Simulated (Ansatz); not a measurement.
# Zn (Fm-3m) in Ansatz: further runs

The runs below take Zn through single point, equation of state, with PBE0.

All numbers are computed with Ansatz 0.2.0; they aren't measurements. Logs are shortened: lines on timing, memory, paths and dates and some standing lists are left out, and cuts for length are marked.

## Step 1: The structure

Symmetry: Fm-3m, No. 225, cubic system. The conventional cell has a = 3.930 Å, b = 3.930 Å, c = 3.930 Å, α = 90.00°, β = 90.00°, γ = 90.00°. Around Zn (site symmetry m-3m) lie 12 Zn at 2.78 Å.

This isn't the form of Zn at room conditions, which is hcp.

## Step 2: Single point, PBE0, 14.26 Å³/atom (volume scaled by 0.94)

Contents of input.yaml:

```yaml
crystal:
  lattice:
    - [0.0, 1.9246672763, 1.9246672763]
    - [1.9246672763, 0.0, 1.9246672763]
    - [1.9246672763, 1.9246672763, 0.0]
  atoms:
    - { symbol: Zn, position: [0.0, 0.0, 0.0] }
hamiltonian:
  xc: pbe0
  pseudopotentials: { kind: paw }
kpoints:
  mp_grid: { grid: [6, 6, 6] }
scf:
  occupations: { method: fermi_dirac, width: 0.05 }
output:
  forces: true
  stress: true
  eigenvalues: true
```

Potentials or basis: Ansatz PAW.

Launch:

```
$ ansatz run input.yaml --threads 2 --pin off --max-ram 5632MiB --backend cpu --events-out ev --progress --plain --runs-dir out
```

Log:

```text
Warning: output.stress: scf.convergence.dr2_threshold = 1e-7 eV (the SCF's general default) is looser than the 1e-10 eV advised for a printed stress (1e-10 eV for each atom of the cell: 1). What an SCF threshold leaves in a stress goes as its square root, and in the free energy as the threshold itself, and one threshold admits the most on a small cell: of the crystals measured, under no hybrid functional and no lock of the moments, on runs that ended without the residual-converged pass, on stresses that held no estimate of that error, the worst erred by over 100 MPa in a component at 1e-7 eV an atom and by under 5 at 1e-10. Set scf.convergence.dr2_threshold to 1e-10 eV or tighter. The threshold is an SCF's pass mark: one that does not reach it within its budget of iterations ends unconverged, or closes short of it on a stop that the run arms, and scf.convergence.dr2_threshold's page says what that costs each kind of run
Warning: output.stress: scf.exx.energy_threshold = 1e-6 eV is looser than the 1e-8 eV advised for a stress under a hybrid functional (1e-8 eV for each atom of the cell: 1). Every SCF of the exchange loop can meet its threshold on dr2 while the loop round them stops early: no threshold on dr2 bounds what that leaves in the stress. Set scf.exx.energy_threshold to 1e-8 eV or tighter. The threshold is the loop's pass mark: a loop that does not reach it within its budget of cycles ends unconverged, and scf.exx.energy_threshold's page has the law
Warning: RAYON_NUM_THREADS=2 ignored (pool sized by the plan → 2); use --threads N
Engine: ansatz 0.2.0, x86_64-unknown-linux-gnu
Pseudopotentials: kind: paw
Pseudopotential: Zn, paw, valence charge 12, recommended cutoff 420 eV (normal), Zn.paw.azcp
Functional definition: PBE0
  parameter a = 0.25
  parameter kappa = 0.804
  parameter beta = 0.06672455060314922
  exchange = (1 - a)*pbe_x(kappa = kappa, mu = beta*pi^2/3) + a*exact_x
  correlation = pbe_c(beta = beta)
Crystal: 1 atoms, lattice volume = 14.259 Å³
Basis set: ecut = 420 eV, 283 PW (Γ), exchange–correlation on 40×40×40 points (8 copies of the dense FFT grid, shifted against one another)
Bands: 10, of which v1, the nominal top of the filled ones, is band 6 counted from 1 (5 counted from 0)
Symmetry: 48 space group operations
Space group: Fm-3m (ITA 225), of the structure as read, at distance tolerance 2.4e-5 Å
k-points: 16 of 216
Non-local potential: Zn, projectors of the file, l = 0: 2, l = 1: 2, l = 2: 3, l = 3: 1
PAW form: soft (Blöchl's): semilocal exchange-correlation on the pseudo side does not see the compensation charge
PAW frozen core: Zn, regenerated for the run's functional, and the local potential with it (the file was generated under x = pbe(κ = 0.804, μ = 0.2195149727645171), c = pbe(β = 0.06672455060314922))
PAW one-centre angular grid: Zn, 590 points (default); XC on 64 Gauss nodes
Initial density: superposition of atomic densities (neutral atoms: chi_scale 0, normalization atom), corrected by the library's trained network
Initial wavefunctions: pseudopotential atomic-orbital guess
Functional: x = pbe(κ = 0.804, μ = 0.2195149727645171), c = pbe(β = 0.06672455060314922), warm-up for x = 0.75 pbe(κ = 0.804, μ = 0.2195149727645171) + 0.25 exact, c = pbe(β = 0.06672455060314922)
SCF iter   1: F=—  HF=-3318.865569 eV  |F-HF|=—  |Δ(HF+E_count)|=         —  Δρ=3.93e-3  dr2=1.01e-3  ethr=1.77e-3  ⟨swp⟩=8.4  Hψ=786  notcnv=0
preconditioner: auto → none  [insulator: Δε(μ)=0.360 eV  Ē_g=17.626 eV  σ=0.050 eV  W_gap=0.67  n_scr=0 (ndim 8)  ℏωp=34.1 eV  f_vac=0.000  D(μ)=1.01/eV (n_scr^D=14)]
SCF iter   2: F=—  HF=-3318.865456 eV  |F-HF|=—  |Δ(HF+E_count)|=   1.13e-4  Δρ=1.69e-3  dr2=3.62e-4  ethr=8.44e-6  ⟨swp⟩=3.6  Hψ=446  notcnv=0
SCF iter   3: F=—  HF=-3318.865337 eV  |F-HF|=—  |Δ(HF+E_count)|=   1.19e-4  Δρ=9.10e-4  dr2=6.89e-5  ethr=3.02e-6  ⟨swp⟩=3.0  Hψ=335  notcnv=0
iter 4 solved again at ethr=2.82e-8 eV; its pass at ethr=5.75e-7 eV (dr2=3.38e-6 eV) is discarded
SCF iter   4: F=—  HF=-3318.865342 eV  |F-HF|=—  |Δ(HF+E_count)|=   4.96e-6  Δρ=2.08e-4  dr2=3.12e-6  ethr=2.82e-8  ⟨swp⟩=2.5  Hψ=529  notcnv=0
SCF iter   5: F=—  HF=-3318.865343 eV  |F-HF|=—  |Δ(HF+E_count)|=   2.11e-7  Δρ=2.03e-5  dr2=2.97e-8  ethr=2.60e-8  ⟨swp⟩=2.1  Hψ=263  notcnv=0
SCF iter   6: F=—  HF=-3318.865343 eV  |F-HF|=—  |Δ(HF+E_count)|=   3.20e-8  Δρ=1.22e-5  dr2=1.06e-8  ethr=2.48e-10  ⟨swp⟩=3.9  Hψ=380  notcnv=0
SCF iter   7: F=—  HF=-3318.865343 eV  |F-HF|=—  |Δ(HF+E_count)|=   1.45e-9  Δρ=6.41e-6  dr2=2.83e-9  ethr=8.81e-11  ⟨swp⟩=2.0  Hψ=259  notcnv=0
SCF iter   8: F=-3318.865343 eV  HF=-3318.865343 eV  |F-HF|=1.06e-10  |Δ(HF+E_count)|=  3.93e-10  Δρ=9.02e-7  dr2=5.12e-11  ethr=2.36e-11  ⟨swp⟩=2.4  Hψ=269  notcnv=0
SCF 1 converged in 8 iterations: F = -3318.865343 eV  dr2 = 5.12e-11
Initial density: handed on by an earlier stage of this run
Initial wavefunctions: those handed on with the density
Functional: x = 0.75 pbe(κ = 0.804, μ = 0.2195149727645171) + 0.25 exact, c = pbe(β = 0.06672455060314922)
Frozen-core exchange: fock
iter 1 solved again at ethr=7.29e-4 eV; its pass at ethr=1.00e-1 eV (dr2=8.74e-2 eV) is discarded
SCF iter   1: F=—  HF=-3318.834474 eV  |F-HF|=—  |Δ(HF+E_count)|=         —  Δρ=3.51e-2  dr2=8.93e-2  ethr=7.29e-4  ⟨swp⟩=2.9  Hψ=661  notcnv=0
preconditioner: auto → none  [insulator: Δε(μ)=1.010 eV  Ē_g=21.633 eV  σ=0.050 eV  W_gap=0.67  n_scr=0 (ndim 8)  ℏωp=34.1 eV  f_vac=0.000  D(μ)=1.00/eV (n_scr^D=14)]
SCF iter   2: F=—  HF=-3318.807340 eV  |F-HF|=—  |Δ(HF+E_count)|=   2.71e-2  Δρ=5.00e-3  dr2=3.22e-3  ethr=7.23e-4  ⟨swp⟩=3.1  Hψ=455  notcnv=0
SCF iter   3: F=—  HF=-3318.801841 eV  |F-HF|=—  |Δ(HF+E_count)|=   5.50e-3  Δρ=4.72e-3  dr2=2.37e-3  ethr=2.17e-5  ⟨swp⟩=4.0  Hψ=492  notcnv=0
SCF iter   4: F=—  HF=-3318.801709 eV  |F-HF|=—  |Δ(HF+E_count)|=   1.32e-4  Δρ=5.82e-4  dr2=1.00e-3  ethr=1.11e-5  ⟨swp⟩=2.0  Hψ=260  notcnv=0
SCF iter   5: F=—  HF=-3318.801714 eV  |F-HF|=—  |Δ(HF+E_count)|=   5.62e-6  Δρ=1.20e-4  dr2=9.81e-4  ethr=1.57e-7  ⟨swp⟩=4.0  Hψ=421  notcnv=0
SCF iter   6: F=-3318.801714 eV  HF=-3318.801714 eV  |F-HF|=2.23e-8  |Δ(HF+E_count)|=   2.68e-7  Δρ=3.48e-5  dr2=9.58e-8  ethr=1.01e-8  ⟨swp⟩=2.5  Hψ=327  notcnv=0  defer=1
SCF 2 converged in 6 iterations: F = -3318.801714 eV  dr2 = 9.58e-8
hybrid outer 1: dexx = +6.063e-3 eV, tail = 5.15e-3 eV
Frozen-core exchange: fock
SCF iter   1: F=—  HF=-3318.808655 eV  |F-HF|=—  |Δ(HF+E_count)|=         —  Δρ=2.94e-3  dr2=5.98e-4  ethr=2.15e-4  ⟨swp⟩=2.3  Hψ=325  notcnv=0
preconditioner: auto → none  [insulator: Δε(μ)=1.084 eV  Ē_g=21.259 eV  σ=0.050 eV  W_gap=0.68  n_scr=0 (ndim 8)  ℏωp=34.1 eV  f_vac=0.000  D(μ)=1.02/eV (n_scr^D=14)]
SCF iter   2: F=—  HF=-3318.808450 eV  |F-HF|=—  |Δ(HF+E_count)|=   2.04e-4  Δρ=2.20e-4  dr2=2.10e-5  ethr=4.76e-6  ⟨swp⟩=3.1  Hψ=366  notcnv=0
SCF iter   3: F=-3318.808450 eV  HF=-3318.808451 eV  |F-HF|=6.02e-8  |Δ(HF+E_count)|=   5.24e-8  Δρ=4.13e-5  dr2=1.81e-5  ethr=2.53e-8  ⟨swp⟩=3.4  Hψ=296  notcnv=0
SCF 3 stopped early in 3 iterations: F = -3318.808450 eV  dr2 = 1.81e-5
hybrid outer 2: dexx = +8.909e-5 eV, tail = 3.74e-5 eV, Δε = 3.84e-2 eV (about 6.83e-3 eV left of the loop's levels)
Frozen-core exchange: fock
SCF iter   1: F=—  HF=-3318.808511 eV  |F-HF|=—  |Δ(HF+E_count)|=         —  Δρ=2.69e-4  dr2=7.58e-6  ethr=1.56e-6  ⟨swp⟩=3.9  Hψ=378  notcnv=0
preconditioner: auto → none  [insulator: Δε(μ)=1.097 eV  Ē_g=21.227 eV  σ=0.050 eV  W_gap=0.68  n_scr=0 (ndim 8)  ℏωp=34.1 eV  f_vac=0.000  D(μ)=1.03/eV (n_scr^D=14)]
SCF iter   2: F=—  HF=-3318.808510 eV  |F-HF|=—  |Δ(HF+E_count)|=   1.27e-6  Δρ=1.15e-5  dr2=3.23e-6  ethr=3.62e-8  ⟨swp⟩=2.9  Hψ=305  notcnv=0
SCF iter   3: F=—  HF=-3318.808510 eV  |F-HF|=—  |Δ(HF+E_count)|=   2.07e-8  Δρ=9.44e-6  dr2=3.21e-6  ethr=7.11e-11  ⟨swp⟩=4.1  Hψ=525  notcnv=0
SCF iter   4: F=—  HF=-3318.808559 eV  |F-HF|=—  |Δ(HF+E_count)|=   4.90e-5  Δρ=4.86e-5  dr2=3.18e-7  ethr=5.28e-11  ⟨swp⟩=4.8  Hψ=531  notcnv=0  defer=1
SCF iter   5: F=—  HF=-3318.808559 eV  |F-HF|=—  |Δ(HF+E_count)|=   3.15e-8  Δρ=3.95e-6  dr2=2.02e-7  ethr=5.28e-11  ⟨swp⟩=4.0  Hψ=443  notcnv=0
SCF iter   6: F=—  HF=-3318.808559 eV  |F-HF|=—  |Δ(HF+E_count)|=   6.95e-7  Δρ=7.62e-6  dr2=4.38e-8  ethr=1.58e-11  ⟨swp⟩=4.1  Hψ=396  notcnv=0  defer=2
SCF iter   7: F=—  HF=-3318.808559 eV  |F-HF|=—  |Δ(HF+E_count)|=  3.89e-10  Δρ=1.50e-6  dr2=4.06e-8  ethr=1.58e-11  ⟨swp⟩=2.1  Hψ=263  notcnv=0  defer=1
Mixer restart at iter 7: flushing history
SCF iter   8: F=-3318.808559 eV  HF=-3318.808559 eV  |F-HF|=4.12e-10  |Δ(HF+E_count)|=   1.24e-7  Δρ=2.42e-6  dr2=9.95e-9  ethr=1.16e-12  ⟨swp⟩=4.2  Hψ=357  notcnv=0  defer=1
SCF 4 converged in 8 iterations: F = -3318.808559 eV  dr2 = 9.95e-9
  Residual-converged pass: ⟨swp⟩=2.6  Hψ=239  notcnv=0  max |occ|·‖R‖ = 2.3e-6 eV (tolerance 2.4e-6 eV)  dr2=9.95e-9  dr2_onsite=1.02e-10  max |Δocc| = 2.4e-14
hybrid outer 3: dexx = +7.751e-6 eV, tail = 3.20e-8 eV, Δε = 1.10e-2 eV (about 3.70e-4 eV left of the loop's levels)
hybrid SCF converged: 3 outer / 17 inner (+8 warm-up), last move |dexx| = 7.75e-6 eV, tail = 3.20e-8 eV
Stability not checked: this state was not tested for a lower state beside it, because the functional holds exact exchange (a hybrid, or Hartree-Fock), whose exchange loop this test does not read (fock_operator; see scf.lower_state_search)
Free energy (F): -3318.808560 eV
Frozen-core exchange: fock
Harris-Foulkes:  -3318.808560 eV  (|F-HF|=4.12e-10)
Internal energy: -3318.800803 eV  (E = F + TS)
E sigma→0 (E₀):  -3318.804681 eV
Entropy (-TS):   -0.007756 eV (-7.756 meV/atom)
Fermi energy:    12.479367 eV
--- Per-component energies (eV) ---
  E_band       = 29.518679
  E_kinetic    = 131.188054
  E_local      = -1498.042415  (includes V_loc(G=0)·N_el)
  E_nonlocal   = 615.074113
  E_hartree    = 633.484025
  E_xc         = -105.642726
  E_vxc        = -40.658640  (∫ρ·V_xc dr)
  E_exx        = -46.407521  (= α·E_x^exact, valence–valence)
  E_paw        = -1814.153845  (= ΣΔE_a)
  E_vpaw       = -352.196119  (= ΣTr[D̂ρ^β])
  E_aug_tail   = -0.000369  (compensation charges beyond the density's cutoff)
  E_ewald      = -1234.880446
  E_core_change = 0.580327  (= ΣΔE_core)
  E_smearing   = -0.007756  (= −TS)
  E_closure    = 0.000000  (closes the sum)
  Σ components = -3318.808560   (vs F -3318.808560, Δ=0.00e0)
--- Forces (eV/Å), atoms counted from 1 ---
  atom   1  Zn    -0.00000000    -0.00000000    -0.00000000
  max |Σ_I F_I| component: 2.22e-31 eV/Å
--- Stress (GPa, compression-positive) ---
        4.289440      -0.000000      -0.000000
       -0.000000       4.289440      -0.000000
       -0.000000       0.000000       4.289440
  P = ⅓ Tr σ = 4.2894 GPa (42.894 kbar)
--- Band table (eV; the first three rows and the last of 16) ---
  k-point 0: bands = ["-0.7244", "1.4229", "1.4229", "1.4229", "1.8423", "1.8423", "32.1764", "32.7308", "32.7308", "32.7308"]
  k-point 1: bands = ["0.1869", "1.4267", "1.5022", "1.5022", "1.8397", "1.8397", "24.8285", "31.0161", "31.0161", "32.0329"]
  k-point 2: bands = ["0.7887", "1.4707", "1.4707", "2.0385", "2.0385", "3.6895", "16.8161", "29.7990", "29.7990", "31.2000"]
  k-point 15: bands = ["0.9375", "1.0118", "1.7506", "1.9750", "2.2895", "12.6505", "15.4191", "17.1778", "18.3272", "31.7082"]
```

Run time: 5 s. Hardware: 2 threads of Intel Xeon Platinum 8488C (Sapphire Rapids), shared host; peak memory 0.6 GiB.

Results:

* Free energy: -3318.8086 eV
* Pressure: 4.3 GPa
* Band gap on the k mesh: none (metal or under the smearing width)

Caveat: the k mesh is coarse (spacing up to 0.47 Å⁻¹), so the values aren't converged, least of all with exact exchange; the PAW data sets come from PBE, with cores solved anew for the run's functional, which leaves a small shift of forces and pressure; the thresholds are loose for stress.

## Step 3: Single point, PBE0, 14.56 Å³/atom (volume scaled by 0.96)

Edit input.yaml of step 2 so:

```diff
@@ -2,5 +2,5 @@
   lattice:
-    - [0.0, 1.9246672763, 1.9246672763]
-    - [1.9246672763, 0.0, 1.9246672763]
-    - [1.9246672763, 1.9246672763, 0.0]
+    - [0.0, 1.9382217178, 1.9382217178]
+    - [1.9382217178, 0.0, 1.9382217178]
+    - [1.9382217178, 1.9382217178, 0.0]
   atoms:
```

Potentials or basis: Ansatz PAW.

Launch:

```
$ ansatz run input.yaml --threads 2 --pin off --max-ram 5632MiB --backend cpu --events-out ev --progress --plain --runs-dir out
```

Run time: 4.9 s. Hardware: 2 threads of Intel Xeon Platinum 8488C (Sapphire Rapids), shared host; peak memory 0.6 GiB.

Results (log left out):

- Free energy: -3318.8149 eV
- Pressure: 2.4 GPa
- Band gap on the k mesh: none (metal or under the smearing width)

Caveat: the k mesh is coarse (spacing up to 0.47 Å⁻¹), so the values aren't converged, least of all with exact exchange; the PAW data sets come from PBE, with cores solved anew for the run's functional, which leaves a small shift of forces and pressure; the thresholds are loose for stress.

## Step 4: Single point, PBE0, 14.87 Å³/atom (volume scaled by 0.98)

Contents of input.yaml:

```yaml
crystal:
  lattice:
    - [0.0, 1.9515891866, 1.9515891866]
    - [1.9515891866, 0.0, 1.9515891866]
    - [1.9515891866, 1.9515891866, 0.0]
  atoms:
    - { symbol: Zn, position: [0.0, 0.0, 0.0] }
hamiltonian:
  xc: pbe0
  pseudopotentials: { kind: paw }
kpoints:
  mp_grid: { grid: [6, 6, 6] }
scf:
  occupations: { method: fermi_dirac, width: 0.05 }
output:
  forces: true
  stress: true
  eigenvalues: true
  write_density: true
  write_potential: true
  elf: true
  volumetric_format: npy
```

Launch:

```
$ ansatz run input.yaml --threads 2 --pin off --max-ram 5632MiB --backend cpu --events-out ev --progress --plain --runs-dir out
```

Wall time 5 s (2 threads of Intel Xeon Platinum 8488C (Sapphire Rapids), shared host); peak memory 0.6 GiB.

Results (log left out):

| Quantity | Value |
| --- | --- |
| Free energy | -3318.8177 eV |
| Pressure | 0.6 GPa |
| Band gap on the k mesh | none (metal or under the smearing width) |

Caveat: the k mesh is coarse (spacing up to 0.46 Å⁻¹), so the values aren't converged, least of all with exact exchange; the PAW data sets come from PBE, with cores solved anew for the run's functional, which leaves a small shift of forces and pressure; the thresholds are loose for stress.

## Step 5: Single point, PBE0, 15.17 Å³/atom

Edit input.yaml of step 4 so:

```diff
@@ -2,5 +2,5 @@
   lattice:
-    - [0.0, 1.9515891866, 1.9515891866]
-    - [1.9515891866, 0.0, 1.9515891866]
-    - [1.9515891866, 1.9515891866, 0.0]
+    - [0.0, 1.964776, 1.964776]
+    - [1.964776, 0.0, 1.964776]
+    - [1.964776, 1.964776, 0.0]
   atoms:
```

Launch:

```
$ ansatz run input.yaml --threads 2 --pin off --max-ram 5632MiB --backend cpu --events-out ev --progress --plain --runs-dir out
```

It took 5 s on 2 threads of Intel Xeon Platinum 8488C (Sapphire Rapids), shared host; peak memory 0.61 GiB.

The run converged. Its results:

- Free energy: -3318.8174 eV
- Pressure: -0.9 GPa
- Band gap on the k mesh: none (metal or under the smearing width)

Caveat: the k mesh is coarse (spacing up to 0.46 Å⁻¹), so the values aren't converged, least of all with exact exchange; the PAW data sets come from PBE, with cores solved anew for the run's functional, which leaves a small shift of forces and pressure; the thresholds are loose for stress.

## Step 6: Single point, PBE0, 15.47 Å³/atom (volume scaled by 1.02)

Contents of input.yaml:

```yaml
crystal:
  lattice:
    - [0.0, 1.9777881408, 1.9777881408]
    - [1.9777881408, 0.0, 1.9777881408]
    - [1.9777881408, 1.9777881408, 0.0]
  atoms:
    - { symbol: Zn, position: [0.0, 0.0, 0.0] }
hamiltonian:
  xc: pbe0
  pseudopotentials: { kind: paw }
kpoints:
  mp_grid: { grid: [6, 6, 6] }
scf:
  occupations: { method: fermi_dirac, width: 0.05 }
output:
  forces: true
  stress: true
  eigenvalues: true
```

Potentials or basis: Ansatz PAW.

Launch:

```
$ ansatz run input.yaml --threads 2 --pin off --max-ram 5632MiB --backend cpu --events-out ev --progress --plain --runs-dir out
```

It took 5 s on 2 threads of Intel Xeon Platinum 8488C (Sapphire Rapids), shared host; peak memory 0.61 GiB.

It converged, with:

- Free energy: -3318.8143 eV
- Pressure: -2.3 GPa
- Band gap on the k mesh: none (metal or under the smearing width)

Caveat: the k mesh is coarse (spacing up to 0.46 Å⁻¹), so the values aren't converged, least of all with exact exchange; the PAW data sets come from PBE, with cores solved anew for the run's functional, which leaves a small shift of forces and pressure; the thresholds are loose for stress.

## Step 7: Single point, PBE0, 15.78 Å³/atom (volume scaled by 1.04)

Edit input.yaml of step 6 so:

```diff
@@ -2,5 +2,5 @@
   lattice:
-    - [0.0, 1.9777881408, 1.9777881408]
-    - [1.9777881408, 0.0, 1.9777881408]
-    - [1.9777881408, 1.9777881408, 0.0]
+    - [0.0, 1.9906312808, 1.9906312808]
+    - [1.9906312808, 0.0, 1.9906312808]
+    - [1.9906312808, 1.9906312808, 0.0]
   atoms:
```

Launch:

```
$ ansatz run input.yaml --threads 2 --pin off --max-ram 5632MiB --backend cpu --events-out ev --progress --plain --runs-dir out
```

Wall time 5.1 s (2 threads of Intel Xeon Platinum 8488C (Sapphire Rapids), shared host); peak memory 0.61 GiB.

Results (log left out):

```
Free energy            : -3318.8087 eV
Pressure               : -3.6 GPa
Band gap on the k mesh : none (metal or under the smearing width)
```

Caveat: the k mesh is coarse (spacing up to 0.46 Å⁻¹), so the values aren't converged, least of all with exact exchange; the PAW data sets come from PBE, with cores solved anew for the run's functional, which leaves a small shift of forces and pressure; the thresholds are loose for stress.

## Step 8: Single point, PBE0, 16.08 Å³/atom (volume scaled by 1.06)

Contents of input.yaml:

```yaml
crystal:
  lattice:
    - [0.0, 2.0033108028, 2.0033108028]
    - [2.0033108028, 0.0, 2.0033108028]
    - [2.0033108028, 2.0033108028, 0.0]
  atoms:
    - { symbol: Zn, position: [0.0, 0.0, 0.0] }
hamiltonian:
  xc: pbe0
  pseudopotentials: { kind: paw }
kpoints:
  mp_grid: { grid: [6, 6, 6] }
scf:
  occupations: { method: fermi_dirac, width: 0.05 }
output:
  forces: true
  stress: true
  eigenvalues: true
  write_density: true
  write_potential: true
  elf: true
  volumetric_format: npy
```

Launch:

```
$ ansatz run input.yaml --threads 2 --pin off --max-ram 5632MiB --backend cpu --events-out ev --progress --plain --runs-dir out
```

Wall time 5.4 s (2 threads of Intel Xeon Platinum 8488C (Sapphire Rapids), shared host); peak memory 0.58 GiB.

Results (log left out):

```
Free energy            : -3318.8009 eV
Pressure               : -4.7 GPa
Band gap on the k mesh : none (metal or under the smearing width)
```

Caveat: the k mesh is coarse (spacing up to 0.45 Å⁻¹), so the values aren't converged, least of all with exact exchange; the PAW data sets come from PBE, with cores solved anew for the run's functional, which leaves a small shift of forces and pressure; the thresholds are loose for stress.

## Step 9: Equation of state, PBE0

Potentials or basis: Ansatz PAW.

This step only gathers the single runs of the series.

Results:

- Equilibrium volume: 14.98 Å³/atom
- Bulk modulus: 78 GPa
- Pressure derivative of the bulk modulus: 4.8

Energy against volume, from the lowest point:
| volume (Å³/atom) | energy (meV/atom) |
| --- | --- |
| 14.259 | 9.15 |
| 14.563 | 2.82 |
| 14.866 | 0.00 |
| 15.169 | 0.33 |
| 15.473 | 3.38 |
| 15.776 | 9.01 |
| 16.080 | 16.76 |

Caveat: the k mesh is coarse (spacing up to 0.46 Å⁻¹), so the values aren't converged, least of all with exact exchange; the PAW data sets were made with another functional, which shifts forces and pressure a little.
